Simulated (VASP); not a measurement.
# NaCl (Fm-3m) in VASP: notebook, part 2 of 2

VASP 6.6.1. Earlier steps stand in the parts before.

### 6 Band structure, LDA

The input, POSCAR:

```
NaCl
1.0
    0.0000000000      2.7940632177      2.7940632177
    2.7940632177      0.0000000000      2.7940632177
    2.7940632177      2.7940632177      0.0000000000
Cl Na
1 1
Direct
    0.5000000000      0.5000000000      0.5000000000
    0.0000000000      0.0000000000      0.0000000000
```

The input, INCAR.step1:

```
ALGO = Normal ; EDIFF = 1E-6
ENCUT = 520 ; ISIF = 2
ISMEAR = 0 ; LASPH = True
LCHARG = True ; LREAL = False
LWAVE = False ; NBANDS = 14
NELM = 80 ; PREC = Accurate
SIGMA = 0.02
```

The input, KPOINTS.step1:

```
k-points
0
Gamma
  8 8 8
```

The input, INCAR.step2:

```
ALGO = Normal ; EDIFF = 1E-6
ENCUT = 520 ; ICHARG = 11
ISIF = 2 ; ISMEAR = 0
LASPH = True ; LCHARG = False
LREAL = False ; LWAVE = False
NBANDS = 14 ; NELM = 80
PREC = Accurate ; SIGMA = 0.05
```

The input, KPOINTS.step2:

```
path GXWKGLUWLK,UX
20
line-mode
reciprocal
 0.0000000000  0.0000000000  0.0000000000  G
 0.5000000000  0.0000000000  0.5000000000  X

 0.5000000000  0.0000000000  0.5000000000  X
 0.5000000000  0.2500000000  0.7500000000  W

 0.5000000000  0.2500000000  0.7500000000  W
 0.3750000000  0.3750000000  0.7500000000  K

 0.3750000000  0.3750000000  0.7500000000  K
 0.0000000000  0.0000000000  0.0000000000  G

 0.0000000000  0.0000000000  0.0000000000  G
 0.5000000000  0.5000000000  0.5000000000  L

 0.5000000000  0.5000000000  0.5000000000  L
 0.6250000000  0.2500000000  0.6250000000  U

 0.6250000000  0.2500000000  0.6250000000  U
 0.5000000000  0.2500000000  0.7500000000  W

 0.5000000000  0.2500000000  0.7500000000  W
 0.5000000000  0.5000000000  0.5000000000  L

 0.5000000000  0.5000000000  0.5000000000  L
 0.3750000000  0.3750000000  0.7500000000  K

 0.6250000000  0.2500000000  0.6250000000  U
 0.5000000000  0.0000000000  0.5000000000  X
```

Potentials or basis: VASP PAW LDA potentials, release 64 (Cl, Na_pv).

On the command line:

```
$ cat potpaw_LDA.64/Cl/POTCAR potpaw_LDA.64/Na_pv/POTCAR > POTCAR
$ cp INCAR.step1 INCAR
$ cp KPOINTS.step1 KPOINTS
$ mpirun -np 1 vasp_std > vasp.out
$ cp INCAR.step2 INCAR
$ cp KPOINTS.step2 KPOINTS
$ mpirun -np 1 vasp_std > vasp.out
```

OUTCAR:

```text
EDIFF = 1E-6
   ENCUT = 520
   ICHARG = 11
   ISIF = 2
   ISMEAR = 0
   LASPH = True
   LREAL = False
   NELM = 80
   PREC = Accurate

 ion  position               nearest neighbor table
   1  0.500  0.500  0.500-
   2  0.000  0.000  0.000-

  LATTYP: Found a face centered cubic cell.
 ALAT       =     5.5881264354

  Lattice vectors:

 A1 = (   0.0000000000,   2.7940632177,   2.7940632177)
[... 585 lines left out ...]
     14      16.3236      0.00000

 [... further k-points ...]

------------------------ aborting loop because EDIFF is reached ----------------------------------------

  FORCE on cell =-STRESS in cart. coord.  units (eV):
  Direction    XX          YY          ZZ          XY          YZ          ZX
  --------------------------------------------------------------------------------------
  -------------------------------------------------------------------------------------
  Total       -0.3609413     -0.3609413     -0.3609413     -0.0000000     -0.0000000      0.0000000
  in kB      -13.2558786    -13.2558786    -13.2558786     -0.0000000     -0.0000000      0.0000000
  external PRESSURE =     -13.2558786 kB  Pullay stress =       0.0000000 kB

 VOLUME and BASIS-vectors are now :
 -----------------------------------------------------------------------------
  energy-cutoff  :      520.00
  volume of cell :       43.63
      direct lattice vectors                 reciprocal lattice vectors
     0.000000000  2.794063218  2.794063218    -0.178950854  0.178950854  0.178950854
     2.794063218  0.000000000  2.794063218     0.178950854 -0.178950854  0.178950854
     2.794063218  2.794063218  0.000000000     0.178950854  0.178950854 -0.178950854

 POSITION                                       TOTAL-FORCE (eV/Angst)
 -----------------------------------------------------------------------------------
      2.79406      2.79406      2.79406         0.000000      0.000000      0.000000
      0.00000      0.00000      0.00000         0.000000      0.000000      0.000000
 -----------------------------------------------------------------------------------
    total drift:                                0.000000      0.000000      0.000000

  FREE ENERGIE OF THE ION-ELECTRON SYSTEM (eV)
  ---------------------------------------------------
  free  energy   TOTEN  =        -7.4857993914 eV

  energy  without entropy=       -7.4857993914  energy(sigma->0) =       -7.48579939
```

Run time: 32 s. Hardware: 1 thread of Intel Xeon 6975P-C (Granite Rapids), shared host; peak memory 0.21 GiB.

Results:

- Band gap on the k mesh: 4.80 eV, direct
- Band gap along the path: 4.80 eV, direct

Levels at the corners of the path, in eV from the valence-band top:
```csv
point,band 5,band 6,band 7,band 8,band 9,band 10
Γ,0.00,0.00,0.00,4.80,10.87,10.87
X,-1.82,-0.65,-0.65,7.25,7.71,11.13
X,-1.82,-0.65,-0.65,7.25,7.71,11.13
W,-1.30,-1.30,-0.83,8.61,9.45,9.45
W,-1.30,-1.30,-0.83,8.61,9.45,9.45
K,-1.54,-1.23,-0.54,7.94,8.79,10.35
K,-1.54,-1.23,-0.54,7.94,8.79,10.35
Γ,0.00,0.00,0.00,4.80,10.87,10.87
Γ,0.00,0.00,0.00,4.80,10.87,10.87
L,-2.11,-0.29,-0.29,6.94,10.49,10.74
L,-2.11,-0.29,-0.29,6.94,10.49,10.74
U,-1.54,-1.23,-0.54,7.94,8.79,10.35
U,-1.54,-1.23,-0.54,7.94,8.79,10.35
W,-1.30,-1.30,-0.83,8.61,9.45,9.45
W,-1.30,-1.30,-0.83,8.61,9.45,9.45
L,-2.11,-0.29,-0.29,6.94,10.49,10.74
L,-2.11,-0.29,-0.29,6.94,10.49,10.74
K,-1.54,-1.23,-0.54,7.94,8.79,10.35
U,-1.54,-1.23,-0.54,7.94,8.79,10.35
X,-1.82,-0.65,-0.65,7.25,7.71,11.13
```

Caveat: the log is that of the step along the path at fixed density, whose energy, stress, charges and moments have no meaning. Expect the measured gap to be larger: semilocal functionals such as LDA lack the derivative discontinuity.

### 7 Summary

| task | level | potentials or basis | k mesh | cutoff (eV) | smearing | cutoff of the response function | frequency points | empty bands | GW scheme | GW iterations | mesh quality | gap on the mesh (eV) | pressure (GPa) |
| --- | --- | --- | --- | --- | --- | --- | --- | --- | --- | --- | --- | --- | --- |
| evGW0 quasiparticle levels | PBEsol | VASP PAW PBE potentials, release 64 (Cl_GW, Na_sv_GW) | 4 × 4 × 4 | 450 | gaussian 0.01 eV | 200 | 64 | 415 | evGW0 | 4 | coarse | - | - |
| band structure | HSE06 | VASP PAW PBE potentials, release 64 (Cl, Na_pv) | 6 × 6 × 6 | 520 | gaussian 0.02 eV | - | - | - | - | - | not flagged | 6.61 | 1.0 |
| band structure | HSE03 | VASP PAW PBE potentials, release 64 (Cl, Na_pv) | 6 × 6 × 6 | 520 | gaussian 0.02 eV | - | - | - | - | - | not flagged | 6.35 | 1.0 |
| band structure | PBE0 | VASP PAW PBE potentials, release 64 (Cl, Na_pv) | 6 × 6 × 6 | 520 | gaussian 0.02 eV | - | - | - | - | - | not flagged | 7.31 | 0.9 |
| band structure | LDA | VASP PAW LDA potentials, release 64 (Cl, Na_pv) | 8 × 8 × 8 | 520 | gaussian 0.02 eV | - | - | - | - | - | not flagged | 4.80 | - |

Alike in all rows: no spin polarisation; cell as given.

Caveats: some runs use coarse meshes; the PAW data sets were made with another functional, which shifts forces and pressure a little (some runs); the cutoff is under 1.25 times the usual one of these potentials, so pressure, stress and relaxed cells hold a basis-set (Pulay) error (some runs); bands, screening cutoff and mesh are small and nothing is extrapolated, so the quasiparticle values aren't converged (some runs).

Absolute energies hang on the potentials; compare differences alone.
